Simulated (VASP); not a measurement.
## CaF₂ (strained fluorite): a PBE single-point calculation in VASP

INCAR

```
LWAVE = .FALSE.
ISMEAR = -1
LCHARG = .FALSE.
NSW = 0
SIGMA = 0.02
LASPH = .TRUE.
ISIF = 2
GGA = PE
NELM = 120
IBRION = -1
ENCUT = 520
EDIFF = 1E-7
PREC = Accurate
LREAL = .FALSE.
NBANDS = 19
```

KPOINTS

```
KPOINTS created by Atomic Simulation Environment
0
Gamma
8 8 8
0 0 0
```

KPOINTS_OPT

```
special points
7
Reciprocal
0.0000000000 0.0000000000 0.0000000000 1
0.5000000000 0.0000000000 0.5000000000 1
0.6250000000 0.2500000000 0.6250000000 1
0.3750000000 0.3750000000 0.7500000000 1
0.5000000000 0.5000000000 0.5000000000 1
0.5000000000 0.2500000000 0.7500000000 1
0.0000000000 0.5000000000 0.5000000000 1
```

POSCAR

```
Ca F
 1.0000000000000000
    -0.1036589739000000    2.6975217891000001    2.6975217891000001
     2.6975217891000001   -0.1036589739000000    2.6975217891000001
     2.6975217891000001    2.6975217891000001   -0.1036589739000000
 Ca  F
   1   2
Cartesian
  0.0000000000000000 -0.0000000000000000  0.0000000000000000
  1.3377056896011803  1.3377056896011803  1.3377056896011805
  3.9536789146988198  3.9536789146988198  3.9536789146988198
```

VASP ran with the recommended PBE PAW datasets (24 valence electrons in the cell).

Command

```
mpirun -np 1 vasp_std
```

From OUTCAR

```
k-points           NKPTS =     65   k-points in BZ     NKDIM =     65   number of bands    NBANDS=     19

   NELECT =      24.0000    total number of electrons

   dimension x,y,z NGX =    28 NGY =   28 NGZ =   28
   dimension x,y,z NGXF=    56 NGYF=   56 NGZF=   56

  energy-cutoff  :      520.00
  volume of cell :       41.52
      direct lattice vectors                 reciprocal lattice vectors
    -0.103658974  2.697521789  2.697521789    -0.174999392  0.181992922  0.181992922
     2.697521789 -0.103658974  2.697521789     0.181992922 -0.174999392  0.181992922
     2.697521789  2.697521789 -0.103658974     0.181992922  0.181992922 -0.174999392

 k-points in reciprocal lattice and weights: KPOINTS created by Atomic Simulation Env
   0.00000000  0.00000000  0.00000000       0.002
   0.12500000  0.00000000  0.00000000       0.012
   0.25000000  0.00000000  0.00000000       0.012
   0.37500000  0.00000000  0.00000000       0.012
   0.50000000  0.00000000  0.00000000       0.006
   0.12500000  0.12500000  0.00000000       0.012
   0.25000000  0.12500000  0.00000000       0.023
   0.37500000  0.12500000 -0.00000000       0.023
   ...

 E-fermi :  -0.6588

 k-point     1 :       0.0000    0.0000    0.0000
  band No.  band energies     occupation
      1     -37.1888      2.00000
      2     -20.9571      2.00000
      3     -20.2375      2.00000
      4     -18.1298      2.00000
      5     -18.1298      2.00000
      6     -18.1001      2.00000
      7      -3.1490      2.00000
      8      -3.1490      2.00000
      9      -3.0506      2.00000
     10      -1.3647      2.00000
     11      -1.3010      2.00000
     12      -1.3010      2.00000
     13       6.0942      0.00000
     14       8.0189      0.00000
     15       8.0189      0.00000
     16       9.9131      0.00000
     17       9.9131      0.00000
     18      10.1634      0.00000
     19      15.3257      0.00000

 k-point     2 :       0.1250    0.0000    0.0000
  band No.  band energies     occupation
      1     -37.1846      2.00000
      2     -20.9920      2.00000
      3     -20.2758      2.00000
      4     -18.1341      2.00000
      5     -18.1176      2.00000
      6     -18.0526      2.00000
      7      -3.0775      2.00000
      8      -3.0350      2.00000
      9      -2.9850      2.00000
     10      -1.4885      2.00000
     11      -1.4115      2.00000
     12      -1.3750      2.00000
     13       6.4845      0.00000
     14       8.0230      0.00000
     15       8.0742      0.00000
     16       9.7778      0.00000
     17       9.8647      0.00000
     18      10.1163      0.00000
     19      14.7440      0.00000

 k-point     3 :       0.2500    0.0000    0.0000
  band No.  band energies     occupation
      1     -37.1746      2.00000
      2     -21.0541      2.00000
      3     -20.3921      2.00000
      4     -18.1445      2.00000
      5     -18.1362      2.00000
      6     -17.8872      2.00000
      7      -2.8844      2.00000
      8      -2.8435      2.00000
      9      -2.7356      2.00000
     10      -1.8519      2.00000
     11      -1.5701      2.00000
     12      -1.5679      2.00000
     13       7.3857      0.00000
     14       8.0354      0.00000
     15       8.2033      0.00000
     16       9.5378      0.00000
     17       9.7500      0.00000
     18      10.0280      0.00000
     19      13.5597      0.00000

 k-point     4 :       0.3750    0.0000    0.0000
  band No.  band energies     occupation
      1     -37.1646      2.00000
      2     -21.0844      2.00000
      3     -20.5386      2.00000
      4     -18.1555      2.00000
      5     -18.1548      2.00000
      6     -17.7192      2.00000
      7      -2.6614      2.00000
      8      -2.6319      2.00000
      9      -2.4596      2.00000
     10      -2.1668      2.00000
     11      -1.8185      2.00000
     12      -1.7362      2.00000
     13       8.0496      0.00000
     14       8.1976      0.00000
     15       8.3280      0.00000
     16       9.5060      0.00000
     17       9.6382      0.00000
     18       9.9506      0.00000
     19      12.5791      0.00000

 k-point     5 :       0.5000    0.0000    0.0000
  band No.  band energies     occupation
      1     -37.1604      2.00000
      2     -21.0848      2.00000
      3     -20.6105      2.00000
      4     -18.1633      2.00000
      5     -18.1591      2.00000
      6     -17.6495      2.00000
      7      -2.5716      2.00000
      8      -2.4736      2.00000
      9      -2.3426      2.00000
     10      -2.2935      2.00000
     11      -1.9734      2.00000
     12      -1.8153      2.00000
     13       8.0555      0.00000
     14       8.3705      0.00000
     15       8.5145      0.00000
     16       9.5386      0.00000
     17       9.5927      0.00000
     18       9.9208      0.00000
     19      12.2454      0.00000

 k-point     6 :       0.1250    0.1250    0.0000
  band No.  band energies     occupation
      1     -37.1828      2.00000
      2     -21.0132      2.00000
      3     -20.2757      2.00000
      4     -18.1447      2.00000
      5     -18.1280      2.00000
      6     -18.0197      2.00000
      7      -3.1046      2.00000
      8      -3.0475      2.00000
      9      -2.8482      2.00000
     10      -1.7531      2.00000
     11      -1.3339      2.00000
     12      -1.2925      2.00000
     13       6.6215      0.00000
     14       7.9717      0.00000
     15       8.1364      0.00000
     16       9.7509      0.00000
     17       9.8567      0.00000
     18      10.0733      0.00000
     19      15.1859      0.00000

 k-point     7 :       0.2500    0.1250    0.0000
  band No.  band energies     occupation
      1     -37.1745      2.00000
      2     -21.0734      2.00000
      3     -20.3556      2.00000
      4     -18.1552      2.00000
      5     -18.1364      2.00000
      6     -17.8966      2.00000
      7      -2.9904      2.00000
      8      -2.9413      2.00000
      9      -2.5408      2.00000
     10      -2.1628      2.00000
     11      -1.4001      2.00000
     12      -1.3843      2.00000
     13       7.3123      0.00000
     14       7.9812      0.00000
     15       8.2763      0.00000
     16       9.4865      0.00000
     17       9.7936      0.00000
     18      10.0055      0.00000
     19      14.2344      0.00000

 k-point     8 :       0.3750    0.1250   -0.0000
  band No.  band energies     occupation
      1     -37.1645      2.00000
      2     -21.1027      2.00000
      3     -20.5083      2.00000
      4     -18.1670      2.00000
      5     -18.1204      2.00000
      6     -17.7565      2.00000
      7      -2.8171      2.00000
      8      -2.7661      2.00000
      9      -2.5092      2.00000
     10      -2.1773      2.00000
     11      -1.6002      2.00000
     12      -1.5514      2.00000
     13       7.7034      0.00000
     14       8.3063      0.00000
     15       8.4708      0.00000
     16       9.2692      0.00000
     17       9.8107      0.00000
     18      10.0285      0.00000
     19      13.1162      0.00000

 k-point     9 :       0.5000    0.1250    0.0000
  band No.  band energies     occupation
      1     -37.1586      2.00000
      2     -21.0745      2.00000
      3     -20.6533      2.00000
      4     -18.1699      2.00000
      5     -18.0975      2.00000
      6     -17.6786      2.00000
      7      -2.7925      2.00000
      8      -2.6138      2.00000
      9      -2.5636      2.00000
     10      -1.9296      2.00000
     11      -1.8118      2.00000
     12      -1.6910      2.00000
     13       7.7922      0.00000
     14       8.3829      0.00000
     15       8.5677      0.00000
     16       9.2427      0.00000
     17       9.8344      0.00000
     18      10.3764      0.00000
     19      12.4388      0.00000

 k-point    10 :      -0.3750    0.1250    0.0000
  band No.  band energies     occupation
      1     -37.1604      2.00000
      2     -21.0524      2.00000
      3     -20.6572      2.00000
      4     -18.1618      2.00000
      5     -18.0784      2.00000
      6     -17.7163      2.00000
      7      -2.8994      2.00000
      8      -2.5233      2.00000
      9      -2.4222      2.00000
     10      -2.0955      2.00000
     11      -1.9305      2.00000
     12      -1.5396      2.00000
     13       7.8088      0.00000
     14       8.3084      0.00000
     15       8.5218      0.00000
     16       9.2358      0.00000
     17       9.8484      0.00000
     18      10.2696      0.00000
     19      12.6462      0.00000

 ...

  Total        0.2527243      0.2527243      0.2527243      0.3183453      0.3183453      0.3183453
  in kB        9.7522757      9.7522757      9.7522757     12.2844971     12.2844971     12.2844971
  external PRESSURE =       9.7522757 kB  Pullay stress =       0.0000000 kB

 POSITION                                       TOTAL-FORCE (eV/Angst)
 -----------------------------------------------------------------------------------
      0.00000      0.00000      0.00000        -0.000000      0.000000      0.000000
      1.33771      1.33771      1.33771         0.009872      0.009872      0.009872
      3.95368      3.95368      3.95368        -0.009872     -0.009872     -0.009872
 -----------------------------------------------------------------------------------
    total drift:                               -0.000000      0.000000     -0.000000

  FREE ENERGIE OF THE ION-ELECTRON SYSTEM (eV)
  ---------------------------------------------------
  free  energy   TOTEN  =       -17.3211015551 eV

  energy  without entropy=      -17.3211015551  energy(sigma->0) =      -17.32110156
```

| Item | Value |
| --- | --- |
| gap between bands v and c | 7.17 eV |
| least direct gap | 7.40 eV |
| pressure | 1.0 GPa |

Band v is the last that the valence electrons fill when counted band by band, and c is the next.

The run took about 44 s on one core of a shared host (Intel Xeon Platinum 8488C) and held 0.21 GiB at most.
